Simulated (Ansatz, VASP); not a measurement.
# BP: VASP beside Ansatz

File INCAR:

```
PREC = Accurate
ENCUT = 520
EDIFF = 1E-6
ISMEAR = 0
SIGMA = 0.05
LREAL = False
LASPH = True
NELM = 100
ALGO = Normal
ISIF = 2
LWAVE = False
LCHARG = False
GGA = PE
NBANDS = 11
```

File KPOINTS:

```
regular mesh
0
Gamma
  10 10 10
```

The input POSCAR:

```
BP
1.0
    0.0000000000      2.2968933808      2.2741518622
    2.2741518622      0.0000000000      2.2741518622
    2.2741518622      2.2968933808      0.0000000000
B P
1 1
Direct
    0.0000000000      0.0000000000      0.0000000000
    0.7500000000      0.7500000000      0.7500000000
```

Input for Ansatz:

```yaml
crystal:
  lattice:
    - [0.0, 2.2968933808, 2.2741518622]
    - [2.2741518622, 0.0, 2.2741518622]
    - [2.2741518622, 2.2968933808, 0.0]
  atoms:
    - { symbol: B, position: [0.0, 0.0, 0.0] }
    - { symbol: P, position: [0.75, 0.75, 0.75] }
basis:
  ecutwfc: 420
kpoints:
  mp_grid: { grid: [10, 10, 10] }
hamiltonian:
  xc: pbe
scf:
  occupations: { method: gaussian, width: 0.05 }
output:
  forces: true
  stress: true
  eigenvalues: true
```

Change from the starting cell: strain +0.0100 x Voigt [0, 1, 0, 0, 0, 0], atoms carried along.

Alike in both runs: task single point; functional PBE; k mesh 10 × 10 × 10; occupations gaussian, width 0.05 eV; no spin polarisation.

|  | VASP | Ansatz |
| --- | --- | --- |
| version | VASP 6.6.1 | Ansatz 0.2.0 |
| potentials or method | VASP PAW PBE potentials, release 64 (B, P) | scalar-relativistic, plane waves, PAW |
| plane-wave cutoff (eV) | 520 | 420 |
| valence electrons in the cell | 8 | 8 |

Ansatz gave:

* gap on the k mesh at the Fermi level (eV): 1.19
* least direct gap on the mesh (eV): 3.33
* pressure (GPa): -1.6
* largest component of the traceless stress (GPa): 1.77

**Question.** What did VASP give for the same quantities?

**Answer.** gap on the k mesh at the Fermi level (eV): 1.19; least direct gap on the mesh (eV): 3.33; pressure (GPa): -1.8; largest component of the traceless stress (GPa): 1.78.

A k mesh can miss the band edges.
